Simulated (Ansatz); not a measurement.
Input deck for Ansatz 0.2.0, then the block of the output on the nuclei.

The cell is a computed structure from the Materials Project (it need not be an observed phase), taken as it stands.

```yaml
crystal:
  lattice:
    - [-6.479032, 6.479032, 2.567979]
    - [6.479032, -6.479032, 2.567979]
    - [6.479032, 6.479032, -2.567979]
  atoms:
    - { symbol: Si, position: [0.928721, 0.928721, 0.39962] }
    - { symbol: Si, position: [0.470899, 0.071279, 0.0] }
    - { symbol: Si, position: [0.5, 0.65439, 0.15439] }
    - { symbol: Si, position: [0.529101, 0.529101, 0.60038] }
    - { symbol: Si, position: [0.34561, 0.5, 0.84561] }
    - { symbol: Si, position: [0.65439, 0.5, 0.15439] }
    - { symbol: Si, position: [0.5, 0.34561, 0.84561] }
    - { symbol: Si, position: [0.071279, 0.470899, 0.0] }
    - { symbol: O, position: [0.25338, 0.25338, 0.841128] }
    - { symbol: O, position: [0.087972, 0.385696, 0.852641] }
    - { symbol: O, position: [0.252359, 0.252359, 0.46782] }
    - { symbol: O, position: [0.412252, 0.412252, 0.158872] }
    - { symbol: O, position: [0.215461, 0.747641, 0.0] }
    - { symbol: O, position: [0.235331, 0.533055, 0.147359] }
    - { symbol: O, position: [0.533055, 0.235331, 0.147359] }
    - { symbol: O, position: [0.784539, 0.784539, 0.53218] }
    - { symbol: O, position: [0.466945, 0.614304, 0.702276] }
    - { symbol: O, position: [0.912028, 0.764669, 0.297724] }
    - { symbol: O, position: [0.587748, 0.74662, 0.0] }
    - { symbol: O, position: [0.74662, 0.587748, 0.0] }
    - { symbol: O, position: [0.747641, 0.215461, 0.0] }
    - { symbol: O, position: [0.764669, 0.912028, 0.297724] }
    - { symbol: O, position: [0.614304, 0.466945, 0.702276] }
    - { symbol: O, position: [0.385696, 0.087972, 0.852641] }
kpoints:
  mp_grid: { grid: [4, 4, 4] }
scf:
  occupations: { method: fermi_dirac, width: 0.02 }
hamiltonian:
  xc: r2scan
  pseudopotentials: { kind: paw, frozen_core: stored }
output:
  forces: true
  stress: true
  populations: true
  efg: { quadrupole_moments_barn: { O: -0.02558 } }
  write_density: true
  write_potential: true
  elf: true
  volumetric_format: npy
```

```sh
ansatz run input.yaml --threads 1 --pin off --max-ram 3072MiB --backend cpu --events-out ev --progress --plain --runs-dir out
```

Of the output, the block on the nuclei alone is shown; the set-up, the SCF iterations, energies, forces and stress are cut. One atom of each set with nearly equal values is shown.

```
--- PAW observables at the nuclei: V_zz in 10²¹ V/m², potentials from the cell's mean, atoms counted from 1 ---
  atom   1  Si V_zz =    -1.012138   η = 0.4568   by run symmetry: allowed
            electrostatic potential = -1350.403450 V   contact ρ = none
  atom   3  Si V_zz =    -2.433703   η = 0.6325   by run symmetry: allowed
            electrostatic potential = -1350.712671 V   contact ρ = none
  atom   9  O  V_zz =    +8.402607   η = 0.7288   by run symmetry: allowed   C_q = -5.1972 MHz
            electrostatic potential = -616.002349 V   contact ρ = none
  atom  10  O  V_zz =    +9.087390   η = 0.3030   by run symmetry: allowed   C_q = -5.6207 MHz
            electrostatic potential = -615.803707 V   contact ρ = none
  atom  11  O  V_zz =   +10.614846   η = 0.0569   by run symmetry: allowed   C_q = -6.5655 MHz
            electrostatic potential = -615.752436 V   contact ρ = none
```

The run took 69 s of wall time (69 s of CPU time) and 2.3 GiB at its peak, on 1 thread of AMD EPYC 9R14 (Zen 4) (x86_64; 16 cores open to the job, memory cap 3.0 GiB, no GPU), a shared host with a load of 0.2 a core.

The largest force is 0.6 eV/Å, so the atoms aren't at the calculated equilibrium and relaxing them would move these values.
